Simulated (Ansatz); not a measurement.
## Ge in Ansatz: convergence with smearing width

Crystal: Ge.

```
CELL_PARAMETERS angstrom
1.48805 -2.59469 0.00000
1.48805 2.59469 0.00000
0.00000 0.00000 4.72760
ATOMIC_POSITIONS crystal
Ge 0.33345 0.66655 0.25000
Ge 0.66655 0.33345 0.75000
```

This isn't the form of Ge at room conditions, which is diamond.

* Program: Ansatz 0.2.0
* Task: convergence study
* Functional: r2SCAN
* Potentials or basis: PseudoDojo standard (PBE files)
* Cutoff: 1061 eV
* Density cutoff: 4245 eV
* k mesh: 9 × 9 × 5
* Occupations: gaussian, width 0.3 eV
* Spin: no spin polarisation

These are the settings of the first run; the series varies smearing width, with any setting tied to it.

Hardware: 2 threads of Arm Neoverse V2, on a shared host.

| smearing width | energy less the tightest run, at zero smearing (meV/atom) | pressure (GPa) | largest force (eV/Å) | SCF cycles | CPU time (s) | peak memory (GiB) |
| --- | --- | --- | --- | --- | --- | --- |
| 0.3 eV | -1.89 | 1.19 | 0.005 | 7 | 19 | 0.54 |
| 0.2 eV | -0.80 | 1.05 | 0.004 | 7 | 18 | 0.54 |
| 0.15 eV | -0.45 | 0.99 | 0.004 | 7 | 18 | 0.54 |
| 0.1 eV | -0.28 | 0.94 | 0.003 | 7 | 17 | 0.54 |
| 0.05 eV | -0.06 | 0.99 | 0.001 | 7 | 17 | 0.54 |
| 0.025 eV | 0.00 | 1.02 | 0.004 | 7 | 17 | 0.54 |
| 0.01 eV | 0.00 | 1.04 | 0.004 | 7 | 16 | 0.54 |
| 0.005 eV | 0.00 | 1.04 | 0.002 | 6 | 15 | 0.54 |

Against the tightest run, the energy stays within 1 meV/atom from 0.2 eV on; the pressure stays within 0.1 GPa from 0.05 eV on; the largest force stays within 0.005 eV/Å from 0.3 eV on. Narrower smearing needs a denser k mesh, so at a fixed mesh the narrowest width isn't the most accurate. The tightest run that finished is the yardstick and may itself not be fully converged.

Caveat, for the tightest run too: the meta-GGA runs on potentials made for a GGA; the potentials were made for another functional, which shifts forces and pressure.
